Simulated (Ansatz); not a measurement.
# InP3: the cost of one run

Computed with Ansatz 0.2.0 (DFT PBEsol, scalar-relativistic, plane waves, PAW, unless a step's input says otherwise).

1 further run of the same task is left out (set aside as unsound or not needed). Runs told in other sessions of the task aren't counted.

## 1. The starting structure

Symmetry: R-3m, No. 166, trigonal system. Conventional cell: a = 7.430 Å, b = 7.430 Å, c = 9.838 Å, α = 90.00°, β = 90.00°, γ = 120.00°. In (site symmetry 3m) has 6 P at 2.64 to 2.87 Å in its first shell of neighbours. Around P (site symmetry m) lie 2 P at 2.21 Å and 2 In at 2.64 to 2.87 Å.

As a file:

```
In P
1.0
     3.71499   -2.14485   -3.27938
     0.00000    4.28970   -3.27938
     7.42997    4.28970    6.55875
In P
4 12
Cartesian
  3.7150 2.1448 -3.8702
  7.4300 4.2897 -0.5908
  3.7150 2.1448 0.5908
  7.4300 4.2897 3.8702
  5.7713 0.9576 -0.5555
  9.4863 3.1025 2.7239
  3.7150 4.5193 -0.5555
  7.4300 6.6641 2.7239
  1.6587 0.9576 -0.5555
  5.3737 3.1025 2.7239
  1.6587 3.3321 -2.7239
  5.3737 5.4769 0.5555
  5.7713 3.3321 -2.7239
  9.4863 5.4769 0.5555
  3.7150 -0.2296 -2.7239
  7.4300 1.9153 0.5555
```

It is built from the cell relaxed beforehand with the same method (19.60 Å³/atom).

## 2. Zero of the scan

The input, input.yaml:

```yaml
crystal:
  lattice:
    - [3.7149867674, -2.1448486102, -3.2793763047]
    - [0.0, 4.2896972204, -3.2793763047]
    - [7.4299735348, 4.2896972204, 6.5587526093]
  atoms:
    - { symbol: In, position: [0.7267210966, 0.7267210966, 0.1366394517] }
    - { symbol: In, position: [0.7267210966, 0.7267210966, 0.6366394517] }
    - { symbol: In, position: [0.2732789034, 0.2732789034, 0.3633605483] }
    - { symbol: In, position: [0.2732789034, 0.2732789034, 0.8633605483] }
    - { symbol: P, position: [0.7588073689, 0.2052891165, 0.3973554417] }
    - { symbol: P, position: [0.7588073689, 0.2052891165, 0.8973554417] }
    - { symbol: P, position: [0.2052891165, 0.7588073689, 0.3973554417] }
    - { symbol: P, position: [0.2052891165, 0.7588073689, 0.8973554417] }
    - { symbol: P, position: [0.2052891165, 0.2052891165, 0.1205963156] }
    - { symbol: P, position: [0.2052891165, 0.2052891165, 0.6205963156] }
    - { symbol: P, position: [0.2411926311, 0.7947108835, 0.1026445583] }
    - { symbol: P, position: [0.2411926311, 0.7947108835, 0.6026445583] }
    - { symbol: P, position: [0.7947108835, 0.7947108835, 0.3794036844] }
    - { symbol: P, position: [0.7947108835, 0.7947108835, 0.8794036844] }
    - { symbol: P, position: [0.7947108835, 0.2411926311, 0.1026445583] }
    - { symbol: P, position: [0.7947108835, 0.2411926311, 0.6026445583] }
basis:
  ecutwfc: 420
kpoints:
  mp_grid: { grid: [7, 7, 4] }
hamiltonian:
  xc: pbesol
scf:
  occupations: { method: gaussian, width: 0.15 }
output:
  forces: true
  stress: true
  eigenvalues: true
  write_density: true
  write_potential: true
  elf: true
  volumetric_format: npy
```

Run with:

```console
> ansatz run input.yaml --threads 2 --pin off --max-ram 5120MiB --backend cpu --events-out ev --progress --plain --runs-dir out
```

What time and memory should one allow on 2 threads of Intel Xeon 6975P-C (Granite Rapids), shared host?

About 28 s, with a peak of 1.2 GiB.
